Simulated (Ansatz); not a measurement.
# InAgTe2: the cost of one run

Program: Ansatz 0.2.0. Level of theory: DFT PBE, scalar-relativistic, plane waves, PAW. These are calculated values, not measurements.

## (1) The system as given

Symmetry: I-42d, No. 122, tetragonal system. The conventional cell has a = 6.570 Å, b = 6.570 Å, c = 12.998 Å, α = 90.00°, β = 90.00°, γ = 90.00°. In (site symmetry -4) is surrounded by 4 Te at 2.86 Å. Ag (site symmetry -4) has 4 Te at 2.81 Å as nearest neighbours. Around Te (site symmetry 2) lie 2 Ag at 2.81 Å and 2 In at 2.86 Å.

As a file:

```cif
data_structure
_symmetry_space_group_name_H-M 'P 1'
_symmetry_Int_Tables_number 1
_cell_length_a 7.9887
_cell_length_b 7.9887
_cell_length_c 7.9887
_cell_angle_alpha 131.441
_cell_angle_beta 131.441
_cell_angle_gamma 71.114
_cell_volume 280.52
loop_
_atom_site_label
_atom_site_type_symbol
_atom_site_fract_x
_atom_site_fract_y
_atom_site_fract_z
_atom_site_occupancy
In1 In 0.50000 0.50000 0.00000 1
In2 In 0.25000 0.75000 0.50000 1
Ag1 Ag 0.00000 0.00000 0.00000 1
Ag2 Ag 0.75000 0.25000 0.50000 1
Te1 Te 0.37500 0.36948 0.49448 1
Te2 Te 0.63052 0.12500 0.00552 1
Te3 Te 0.87500 0.88052 0.50552 1
Te4 Te 0.11948 0.62500 0.99448 1
```

An earlier run at PBE left this cell at 35.065 Å³/atom and -0.01 GPa (6×6×6 mesh).

## (2) Field gradients and densities at the nuclei

Input file input.yaml:

```yaml
crystal:
  lattice:
    - [-3.284904725, 3.284904725, 6.4991459881]
    - [3.284904725, -3.284904725, 6.4991459881]
    - [3.284904725, 3.284904725, -6.4991459881]
  atoms:
    - { symbol: In, position: [0.5, 0.5, 0.0] }
    - { symbol: In, position: [0.25, 0.75, 0.5] }
    - { symbol: Ag, position: [0.0, 0.0, 0.0] }
    - { symbol: Ag, position: [0.75, 0.25, 0.5] }
    - { symbol: Te, position: [0.375, 0.3694843517, 0.4944843517] }
    - { symbol: Te, position: [0.6305156483, 0.125, 1.0055156483] }
    - { symbol: Te, position: [0.875, 0.8805156483, 0.5055156483] }
    - { symbol: Te, position: [0.1194843517, 0.625, -0.0055156483] }
basis:
  ecutwfc: 420
  ecutrho_ratio: 4
kpoints:
  mp_grid: { grid: [6, 6, 6] }
hamiltonian:
  xc: pbe
scf:
  occupations: { method: gaussian, width: 0.05 }
output:
  forces: true
  stress: true
  eigenvalues: true
  efg: { contact_densities: true, quadrupole_moments_barn: { In: 0.772 } }
```

The run is started by

```bash
$ ansatz run input.yaml --threads 2 --pin off --max-ram 5120MiB --backend cpu --events-out ev --progress --plain --runs-dir out
```

**Question.** How long does this run take on 2 threads of Intel Xeon Platinum 8259CL at 2.50GHz (Skylake/Cascade Lake), shared host, and how much memory does it need?

About 39 s, with a peak of 0.93 GiB.
